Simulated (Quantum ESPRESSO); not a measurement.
Runs of Quantum ESPRESSO 7.5 on SiC (Moissanite 6H). Symmetry: P6_3mc, No. 186, hexagonal system. Conventional cell: a = 3.095 Å, b = 3.095 Å, c = 15.170 Å, α = 90.00°, β = 90.00°, γ = 120.00°. Si (site symmetry 3m) has 4 C at 1.90 Å as nearest neighbours. Si (site symmetry 3m) is surrounded by 4 C at 1.90 Å. Around Si (site symmetry 3m) lie 4 C at 1.90 Å. Around C (site symmetry 3m) lie 4 Si at 1.90 Å. Around C (site symmetry 3m) lie 4 Si at 1.90 Å. Around C (site symmetry 3m) lie 4 Si at 1.90 Å. 

| task | level | potentials or basis | cell | k mesh | cutoff (eV) | smearing | ASE optimiser | dispersion computed by | form of the LDA correlation | gap on the mesh (eV) | pressure (GPa) | largest force (eV/Å) |
| --- | --- | --- | --- | --- | --- | --- | --- | --- | --- | --- | --- | --- |
| band structure | PBEsol | PseudoDojo 0.4.1 SR PBEsol standard | as given | 10 × 10 × 2 | 1116 | fermi-dirac 0.05 eV | - | - | - | 1.92 | (a) | 0.14 |
| band structure | RPBE | PseudoDojo 0.4.1 SR PBE standard | as given | 10 × 10 × 2 | 1116 | fermi-dirac 0.05 eV | - | - | - | (b) | 1.1 | 0.14 |
| relaxation of cell and atoms | PBEsol+D4 | PseudoDojo 0.4.1 SR PBEsol standard | relaxed | 8 × 8 × 2 | 1116 | fermi-dirac 0.05 eV | LBFGS | dftd4 4.3.1 through ASE | - | 1.91 | 0.0 | 0.01 |
| single point | WC | GBRV 1.5 PBE | cell strained at random at fixed volume | 8 × 8 × 2 | 612 | cold 0.136 eV | - | - | - | 1.59 | -1.8 | 0.47 |
| band structure | LDA | PseudoDojo 0.4.1 SR LDA standard | as given | 10 × 10 × 2 | 1116 | fermi-dirac 0.05 eV | - | - | PW92 | 1.99 | -7.8 | 0.14 |

Alike in all rows: no spin polarisation.

Task: Estimate the missing entries.

Result: (a) -3.1; (b) 2.08.

Caveats: some levels on the path didn't converge (some runs); the potentials were made for another functional, which shifts forces and pressure (some runs); this smearing can shift energies of a crystal with a gap (some runs).

A k mesh can miss the band edges.

Runs at the PBE level aren't shown here.
